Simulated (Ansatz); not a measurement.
**One structure, 3 elements: LiF, NaF, KF**

Plane-wave DFT in Ansatz with scalar-relativistic PAW potentials, cutoff 420 eV, Γ-centred meshes chosen by cell and gap, Gaussian smearing with energies taken to zero width. Every cell was relaxed (cell and atoms) in a run of its own, within the symmetry of its start. Functional: PBEsol.

All members share space group Fm-3m and the same sites; only the element on one set of sites changes (Li, Na, K). Members needn't be the stable form of their composition. Energies over the elements, where given, are against the elements' standard states in the same functional (H₂, N₂, O₂ and halogens uncorrected, Hg as a solid). The first member:

Space group Fm-3m (No. 225). a = 4.008 Å, b = 4.008 Å, c = 4.008 Å, α = 90.00°, β = 90.00°, γ = 90.00°
| atom | site | symmetry | x | y | z |
| --- | --- | --- | --- | --- | --- |
| Li | 4a | m-3m | 0.0000 | 0.0000 | 0.0000 |
| F | 4b | m-3m | 0.5000 | 0.0000 | 0.0000 |

```csv
compound,V (Å³/atom),a (Å),gap on mesh (eV),energy over elements (eV/atom)
LiF,8.05,4.008,9.05,-2.958
KF,18.70,5.309,6.15,-2.717
```

Task: Predict the member with Na.

Result: V (Å³/atom) 12.40, a (Å) 4.629, gap on mesh (eV) 6.20, energy over elements (eV/atom) -2.705. Interpolating linearly in period between Li and K would give 13.37 Å³/atom (7.9 % too large) and a gap of 7.60 eV, with -2.838 eV/atom over the elements. Over the whole series the volume grows at each step down the group; the gap narrows; binding against the elements is strongest for Li.